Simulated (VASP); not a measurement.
## W: density of states with PBE

The system is W.

```
W
1.0
    -1.57761    1.57761    1.57761
     1.57761   -1.57761    1.57761
     1.57761    1.57761   -1.57761
W
1
Direct
  0.00000 0.00000 0.00000
```

- Program: VASP 6.6.1
- Task: density of states
- Functional: PBE
- Potentials or basis: VASP PAW PBE potentials, release 64 (W_sv)
- Cutoff: 520 eV
- k mesh: 16 × 16 × 16
- Occupations: methfessel-paxton, width 0.1 eV
- Spin: no spin polarisation
- k mesh for the DOS: 24 × 24 × 24
- Occupations for the DOS: tetrahedron
- Further INCAR settings: ALGO = Normal; EDIFF = 1e-06; NBANDS = 13

```
Valence electrons inside the program's atomic spheres : W 12.12
```

Levels at points of the mesh, in eV from the Fermi level:
```
           k point  band 4  band 5  band 6  band 7  band 8  band 9  band 10  band 11
(0.00, 0.00, 0.00)  -37.75   -9.73   -1.28   -1.28   -1.28    2.25     2.25    14.50
(0.50, 0.00, 0.00)  -37.76   -6.38   -3.65    0.67    2.15    3.14     6.20    11.20
(0.50, 0.50, 0.50)  -38.68   -5.95   -5.95    5.20    5.20    5.20     8.28     8.28
```

States per cell in windows of 1 eV (zero at the Fermi level; states under -8 eV left out):
```tsv
from (eV)	total	W1_d	W1_p	W1_s
-8.0	0.12	0.01	0.01	0.05
-7.0	0.35	0.09	0.02	0.10
-6.0	0.79	0.35	0.04	0.12
-5.0	0.81	0.44	0.05	0.06
-4.0	1.23	0.84	0.07	0.01
-3.0	1.26	0.81	0.10	0.02
-2.0	0.98	0.60	0.10	0.02
-1.0	0.37	0.22	0.05	0.01
0.0	0.65	0.48	0.03	0.01
1.0	0.96	0.78	0.02	0.01
2.0	1.16	1.00	0.02	0.01
3.0	1.47	1.24	0.04	0.04
4.0	0.52	0.39	0.04	0.02
5.0	0.33	0.24	0.03	0.01
6.0	0.31	0.21	0.04	0.02
7.0	0.31	0.15	0.05	0.05
```

It took 15 s on 4 MPI ranks on Intel(R) Xeon(R) Platinum 8488C (Sapphire Rapids), on a shared host, peak memory 0.2 GiB a rank.

 Spin-orbit coupling is left out, which matters for the levels of W.
